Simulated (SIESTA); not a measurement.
The system is YN.

```
Y N
1.0
     0.00000    2.43850    2.43850
     2.43850    0.00000    2.43850
     2.43850    2.43850    0.00000
Y N
1 1
Direct
  0.00000 0.00000 0.00000
  0.50000 0.50000 0.50000
```

Program: SIESTA 5.4.2. Alike in all runs: no spin polarisation; cell as given; smearing fermi-dirac 0.05 eV; grid cutoff 800 Ry; energy shift 0.003 Ry.

Order these runs on this cell by their pressure, lowest first.
A. level AM05; potentials or basis PseudoDojo 0.4 standard (PBEsol files), DZP (energy shift 0.003 Ry; two zetas on semicore shells); k mesh 9 × 9 × 9
B. level LDA; potentials or basis PseudoDojo 0.4 standard (LDA files), DZP (energy shift 0.003 Ry; two zetas on semicore shells); k mesh 9 × 9 × 9
C. level PBE; potentials or basis PseudoDojo 0.4 standard (PBE files), DZP (energy shift 0.003 Ry; two zetas on semicore shells); k mesh 7 × 7 × 7; wannier functions 8; bands left out below 0; projections ["Y:s", "Y:p", "N:s", "N:p"]; wannier mesh 5 × 5 × 5
D. level VV10; potentials or basis PseudoDojo 0.4 standard (PBE files), DZP (energy shift 0.003 Ry; two zetas on semicore shells); k mesh 9 × 9 × 9
E. level vdW-DF2; potentials or basis PseudoDojo 0.4 standard (PBE files), DZP (energy shift 0.003 Ry; two zetas on semicore shells); k mesh 9 × 9 × 9

B (-4.2 GPa), A (-0.2 GPa), C (4.6 GPa), D (6.9 GPa), E (13.4 GPa).

Caveats: the basis of atomic orbitals isn't converged, which shifts pressures, moduli and gaps; the potentials were made for another functional, which shifts forces and pressure (some runs); the non-local part is tabulated coarsely and may be off by about a percent (some runs).

Not every run made on this cell is shown here.
